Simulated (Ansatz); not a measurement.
# Relaxing Bi

All numbers below come from Ansatz, DFT PBE, scalar-relativistic, plane waves, PAW. Cutoff 420 eV, Γ-centred k mesh, Gaussian smearing, no spin polarisation in the final step.

Bi was placed on the fcc structure type (Fm-3m, No. 225), at a guessed volume.

```yaml
crystal:
  lattice:
    - [0.00000, 2.62286, 2.62286]
    - [2.62286, 0.00000, 2.62286]
    - [2.62286, 2.62286, 0.00000]
  atoms:
    - { symbol: Bi, position: [0.00000, 0.00000, 0.00000] }
```

Cell and atoms relax at zero pressure; the relaxation can't lower the symmetry of the start. After a coarse first stage the cell is made exact in the group found at 0.06 Å.

Energies count from the standard state of Bi at the same level.

Question: What does it relax into?

Answer: It keeps Fm-3m (No. 225). The result has the fcc structure. Conventional cell: a = 5.028 Å. Bi is coordinated by 12 Bi at 3.56 Å.

```xyz
1
Lattice="0.0000 2.5139 2.5139 2.5139 0.0000 2.5139 2.5139 2.5139 0.0000" Properties=species:S:1:pos:R:3 pbc="T T T"
Bi    0.0000    0.0000    0.0000
```

Question: What are its volume, energy, density and gap?

Answer: The volume per atom is 31.78 Å³. The density is 10.92 g/cm³ and the energy over the standard structure is 0.18 eV/atom. The gap on the 20×20×20 mesh is 0 eV (a metal).

The final run used a 20×20×20 mesh on its 1-atom cell and 0.10 eV smearing. The k mesh leaves about 4 meV/atom of noise in metals. Spin–orbit coupling is left out. Symmetry constrained the relaxation, so the result can be a saddle point. The steps took roughly 22 core-seconds in all.

This fcc form isn't the element's structure at ambient conditions.